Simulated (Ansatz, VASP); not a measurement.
# Cross-check of Li2Pd between VASP and Ansatz, part 2 of 2

Aim: how closely do two programs agree when they are given the same cell, functional and k mesh?

VASP 6.6.1 and Ansatz 0.2.0.

So far: The structure; VASP: relaxation of cell and atoms, r2SCAN.

## (3) Ansatz: relaxation of cell and atoms, r2SCAN

Level of this step: Ansatz beside VASP: Kohn-Sham DFT, plane waves, r2SCAN (Ansatz).

Ansatz runs on its default PAW (the set named soft_2) files.

The same cell, functional, mesh and smearing now go to Ansatz, which takes its cutoff from its data sets.

Contents of input.yaml:

```yaml
crystal:
  lattice:
    - [4.222, 0.0, 0.0]
    - [-2.111, 3.6563592548, 0.0]
    - [0.0, 0.0, 2.724]
  atoms:
    - { symbol: Li, position: [0.3333333333, 0.6666666667, 0.5] }
    - { symbol: Li, position: [0.6666666667, 0.3333333333, 0.5] }
    - { symbol: Pd, position: [0.0, 0.0, 0.0] }
hamiltonian:
  xc: r2scan
  pseudopotentials: { kind: paw }
kpoints:
  mp_grid: { grid: [5, 5, 7] }
scf:
  occupations: { method: fermi_dirac, width: 0.05 }
relax:
  f_tol: 0.01
  max_steps: 60
  cell: { stress_tol: 0.05 }
output:
  forces: true
  stress: true
```

Command:

```sh
> ansatz run input.yaml --threads 4 --pin off --max-ram 9216MiB --backend cpu --events-out ev --progress --plain --runs-dir out
```

Numbers of over 12 decimals in the logs are rounded to 6 here.

What it wrote:

```text
Engine: ansatz 0.2.0, aarch64-unknown-linux-gnu
Pseudopotentials: kind: paw
Pseudopotential: Li, paw, valence charge 3, recommended cutoff 500 eV (meta_gga), Li.paw.azcp
Pseudopotential: Pd, paw, valence charge 18, recommended cutoff 500 eV (meta_gga), Pd.paw.azcp
Functional definition: r2SCAN
  parameter k0 = 0.174
  parameter k1 = 0.065
  parameter a1 = 4.9479
  exchange = r2scan_x(k0 = k0, k1 = k1, a1 = a1)
  correlation = r2scan_c
Crystal: 3 atoms, lattice volume = 42.051 Å³
Basis set: ecut = 500 eV, 1071 PW (Γ), exchange–correlation on 128×128×80 points (64 copies of the dense FFT grid, shifted against one another)
Bands: 16, of which v1, the nominal top of the filled ones, is band 12 counted from 1 (11 counted from 0)
Symmetry: 24 space group operations
Space group: P6/mmm (ITA 191), of the structure as read, at distance tolerance 3.5e-5 Å
k-points: 20 of 175
Non-local potential: Li, projectors of the file, l = 0: 3, l = 1: 2, l = 2: 1
Non-local potential: Pd, projectors of the file, l = 0: 2, l = 1: 2, l = 2: 2, l = 3: 1
PAW form: soft (Blöchl's): semilocal exchange-correlation on the pseudo side does not see the compensation charge
PAW frozen core: Pd, regenerated for the run's functional (the file was generated under x = pbe(κ = 0.804, μ = 0.219515), c = pbe(β = 0.066725))
PAW one-centre angular grid: Li, 302 points (default); XC on 327 of its mesh's 2665 points in the sphere
PAW one-centre angular grid: Pd, 590 points (default); XC on 160 Gauss nodes
Initial density: superposition of atomic densities (neutral atoms: chi_scale 0, normalization atom), corrected by the library's trained network
Initial wavefunctions: pseudopotential atomic-orbital guess
Functional: x = r2scan, c = r2scan; τ floored in thin density (d = 2e-4 eV/Å³)
SCF iter   1: F=—  HF=-7396.952571 eV  |F-HF|=—  |Δ(HF+E_count)|=         —  Δρ=1.14e-2  dr2=5.78e-2  dr2_τ=1.53e-2  ethr=1.77e-3  ⟨swp⟩=5.5  Hψ=1505  notcnv=0
preconditioner: auto → none  [metal: Δε(μ)=0.080 eV  Ē_g=7.967 eV  σ=0.050 eV  W_gap=0.36  n_scr=8 (ndim 8)  ℏωp=19.8 eV  f_vac=0.000  D(μ)=1.10/eV (n_scr^D=6)  sad-step TF]
SCF iter   2: F=—  HF=-7396.996296 eV  |F-HF|=—  |Δ(HF+E_count)|=   4.37e-2  Δρ=5.49e-3  dr2=6.68e-3  dr2_τ=1.04e-3  ethr=2.41e-4  ⟨swp⟩=2.4  Hψ=679  notcnv=0
SCF iter   3: F=—  HF=-7396.995689 eV  |F-HF|=—  |Δ(HF+E_count)|=   6.06e-4  Δρ=1.89e-3  dr2=2.07e-3  dr2_τ=1.16e-4  ethr=2.78e-5  ⟨swp⟩=3.0  Hψ=614  notcnv=0
SCF iter   4: F=—  HF=-7396.995545 eV  |F-HF|=—  |Δ(HF+E_count)|=   1.44e-4  Δρ=7.50e-4  dr2=3.97e-4  dr2_τ=2.33e-5  ethr=8.63e-6  ⟨swp⟩=2.1  Hψ=418  notcnv=0
SCF iter   5: F=—  HF=-7396.995492 eV  |F-HF|=—  |Δ(HF+E_count)|=   5.29e-5  Δρ=2.23e-4  dr2=2.69e-5  dr2_τ=4.44e-7  ethr=1.66e-6  ⟨swp⟩=1.1  Hψ=326  notcnv=0
SCF iter   6: F=—  HF=-7396.995491 eV  |F-HF|=—  |Δ(HF+E_count)|=   7.65e-7  Δρ=2.36e-5  dr2=1.82e-7  dr2_τ=2.96e-8  ethr=1.12e-7  ⟨swp⟩=2.2  Hψ=405  notcnv=0
SCF iter   7: F=-7396.995492 eV  HF=-7396.995492 eV  |F-HF|=1.69e-8  |Δ(HF+E_count)|=   2.96e-7  Δρ=6.37e-6  dr2=2.45e-8  dr2_τ=2.11e-9  ethr=4.17e-10  ⟨swp⟩=4.2  Hψ=1016  notcnv=0
SCF 1 converged in 7 iterations: F = -7396.995492 eV  dr2 = 2.45e-8
  greatest PAW one-centre occupation: 1.003 electrons in one spin orbital (limit 2), on the Pd atom at site 2 (counted from 0), in its partial waves of l = 0
relax step   1: F+E_penalty+E_count = -7396.99549161 eV  Δ(F+E_penalty+E_count) = +0.000e0 eV  max|allowed force component| = 3.547e-17 eV/Å  Δτ_max = 0.0000 Å  P = -0.694 GPa  Ω = 42.051 Å³  (7 SCF iters, dr2 threshold 1.00e-7 eV, accepted)
[...]
relax step   2: F+E_penalty+E_count = -7397.01737983 eV  Δ(F+E_penalty+E_count) = -2.189e-2 eV  max|allowed force component| = 1.696e-17 eV/Å  Δτ_max = 0.0000 Å  P = +0.331 GPa  Ω = 41.492 Å³  energy of the carried Pulay correction = +3.317e-4 eV  (6 SCF iters, dr2 threshold 3.00e-7 eV, accepted)
[...]
relax step   3: F+E_penalty+E_count = -7396.97140616 eV  Δ(F+E_penalty+E_count) = +4.597e-2 eV  max|allowed force component| = 2.159e-17 eV/Å  Δτ_max = 0.0000 Å  P = +1.741 GPa  Ω = 41.914 Å³  energy of the carried Pulay correction = +3.210e-5 eV  (9 SCF iters, dr2 threshold 3.00e-7 eV, rejected (line search))
[...]
relax step   4: F+E_penalty+E_count = -7397.02372000 eV  Δ(F+E_penalty+E_count) = -6.340e-3 eV  max|allowed force component| = 3.238e-17 eV/Å  Δτ_max = 0.0000 Å  P = -0.179 GPa  Ω = 42.073 Å³  energy of the carried Pulay correction = -3.814e-5 eV  (10 SCF iters, accepted)
[...]
relax step   5: F+E_penalty+E_count = -7397.02432861 eV  Δ(F+E_penalty+E_count) = -6.086e-4 eV  max|allowed force component| = 1.388e-17 eV/Å  Δτ_max = 0.0000 Å  P = +0.036 GPa  Ω = 42.037 Å³  energy of the carried Pulay correction = -1.975e-5 eV  (5 SCF iters, dr2 threshold 3.00e-7 eV, accepted)
[...]
relax step   6: F+E_penalty+E_count = -7397.02437129 eV  Δ(F+E_penalty+E_count) = -4.268e-5 eV  max|allowed force component| = 4.086e-17 eV/Å  Δτ_max = 0.0000 Å  P = -0.005 GPa  Ω = 42.040 Å³  energy of the carried Pulay correction = -2.101e-5 eV  (5 SCF iters, dr2 threshold 1.32e-7 eV, accepted)
[...]
relax step   7: F+E_penalty+E_count = -7397.02452573 eV  Δ(F+E_penalty+E_count) = -1.544e-4 eV  max|allowed force component| = 4.318e-17 eV/Å  Δτ_max = 0.0000 Å  P = -0.006 GPa  Ω = 42.040 Å³  stress off target by 2.00e-2 GPa  SCF on the basis re-selected at this cell (its energy is not comparable with the rows above)  (7 SCF iters)
basis re-selected at this cell: Δ(F+E_penalty+E_count) = -1.544e-4 eV, ΔP = -0.001 GPa vs the last step (what re-selecting the basis moved, of the pressure what is left beyond the Pulay correction that the steps carried, after the strain that the cell walked since its last selection, with what the two solves' SCF thresholds leave and, on support functions, any second-order correction that the steps lacked; it is no m [...]
SCF converged after 7 iterations
Free energy (F): -7397.024526 eV
Harris-Foulkes:  -7397.024526 eV  (|F-HF|=1.82e-12)
Internal energy: -7397.021102 eV  (E = F + TS)
E sigma→0 (E₀):  -7397.022814 eV
Entropy (-TS):   -0.003424 eV (-1.141 meV/atom)
Fermi energy:    8.632564 eV
--- Per-component energies (eV) ---
  E_band       = -499.949424
  E_kinetic    = 562.249832
  E_local      = -3108.370534  (includes V_loc(G=0)·N_el)
  E_nonlocal   = 150.299173
  E_hartree    = 1260.407391
  E_xc         = -181.460387
  E_vxc        = -264.155067  (∫ρ·V_xc dr)
  E_paw        = -3816.219042  (= ΣΔE_a)
  E_vpaw       = -380.741927  (= ΣTr[D̂ρ^β])
  E_aug_tail   = -0.000093  (compensation charges beyond the density's cutoff)
  E_vtau       = 19.954361  (kinetic-family band-sum trace: ∫τ·v_τ [+ j·A + Jᵃ·Aᵃ] dr)
  E_ewald      = -2263.475356
  E_core_change = -0.452087  (= ΣΔE_core)
  E_smearing   = -0.003424  (= −TS)
  E_closure    = 0.000000  (closes the sum)
  Σ components = -7397.024526   (vs F -7397.024526, Δ=0.00e0)
--- Forces (eV/Å), atoms counted from 1 ---
  atom   1  Li     0.00000000     0.00000000    -0.00000000
  atom   2  Li    -0.00000000    -0.00000000     0.00000000
  atom   3  Pd    -0.00000000    -0.00000000     0.00000000
  max |Σ_I F_I| component: 6.94e-18 eV/Å
--- Stress (GPa, compression-positive) ---
        0.001725       0.000000      -0.000000
        0.000000       0.001725      -0.000000
       -0.000000      -0.000000      -0.020008
  P = ⅓ Tr σ = -0.0055 GPa (-0.055 kbar)
--- Relaxed structure (6 steps of the walk, 5 accepted, 1 SCFs on fresh bases) ---
  F+E_penalty+E_count = -7397.02452573 eV   max|allowed force component| = 4.318e-17 eV/Å   (the final SCF, on the basis selected at the relaxed cell)
  cell:  # Å, volume = 42.0401 Å³
    - [4.308111, 0, 0]
    - [-2.154056, 3.730934, -1.3141696239328972e-18]
    - [0, -9.790608105329207e-19, 2.615530]
  atoms:
    - { symbol: Li, position: [0.333333, 0.666667, 0.500000] }
    - { symbol: Li, position: [0.666667, 0.333333, 0.500000] }
    - { symbol: Pd, position: [0, 0, 0.0] }
```

It took 5.1 s on 4 threads of Arm Neoverse V1, shared host; peak memory 0.41 GiB; 17 s of CPU time.

## (4) Comparison

Known differences besides the potentials themselves: VASP keeps PBE cores, Ansatz makes them for the functional; both relaxations stop at a tolerance, which leaves soft axes loose, and VASP keeps its plane-wave basis; the data sets hold 24 valence electrons in Ansatz (default PAW (the set named soft_2) files) and 16 in VASP; the cutoff is 500 eV in Ansatz and 700 eV in VASP; Ansatz adds a Pulay correction to the stress that steers its cell, VASP none. Total energies have different zeros and are not compared.

The two programs side by side:

```csv
quantity,Ansatz,VASP,difference
volume (Å³),42.04,41.79,+0.61 %
"edge a after relaxation, in the typed setting (Å)",4.308,4.295,+0.30 %
"edge c after relaxation, in the typed setting (Å)",2.615,2.615,+0.00 %
```

The walks stopped with -0.01 GPa left in Ansatz and -0.03 GPa in VASP; each walk ends within a tolerance, so the volume difference is uncertain by about these residues over the bulk modulus, most in soft cells.

## (5) What came out

| Quantity | Value |
| --- | --- |
| difference in volume (relaxation of cell and atoms, r2SCAN) | 0.61 % |

What this shows: The difference in volume is 0.61 % (relaxation of cell and atoms, r2SCAN), within the 1.2 % picked in this series as the mark of a large difference, as far as the stopping tolerances let one tell. Such differences can come from data sets, numerical settings and the points named under the comparisons, not from the functional's error against experiment.

[Lines on the potential files, build, host, timing and source positions are cut from VASP's logs without a mark.]

[Logs are printed without paths, hosts, clocks, repeated set-up lines and the standing remarks that a program may print on its own settings, such as how far it seeks lower states.]

[Hosts, paths, dates, database ids (printed as entryN), source tags and the programs' standing remarks are cut or masked in the printed files.]
